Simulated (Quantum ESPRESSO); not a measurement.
**CaSe: dielectric tensor and Born charges under several settings**

```
Se Ca
1.0
     0.00000    2.95600    2.95600
     2.95600    0.00000    2.95600
     2.95600    2.95600    0.00000
Se Ca
1 1
Direct
  0.50000 0.50000 0.50000
  0.00000 0.00000 0.00000
```

All runs used Quantum ESPRESSO 7.5; given cell; cutoff 1170 eV; occupations smeared at first, fixed for the response.

```csv
level,potentials,k mesh (s: shifted),spin,pressure (GPa),Born charge of atom 1 (e),sum of the Born charges (e)
PBE,PseudoDojo 0.4 FR PBE standard,4 × 4 × 4s,"spin-orbit coupling, no magnetisation",1.2,-2.36,0.01
PBE,PseudoDojo 0.4.1 SR PBE standard,6 × 6 × 6s,no spin polarisation,?,?,?
```

What stands in the row left open?

Pressure 1.1 GPa; Born charge of atom 1 -2.37 e; sum of the Born charges 0.00 e.
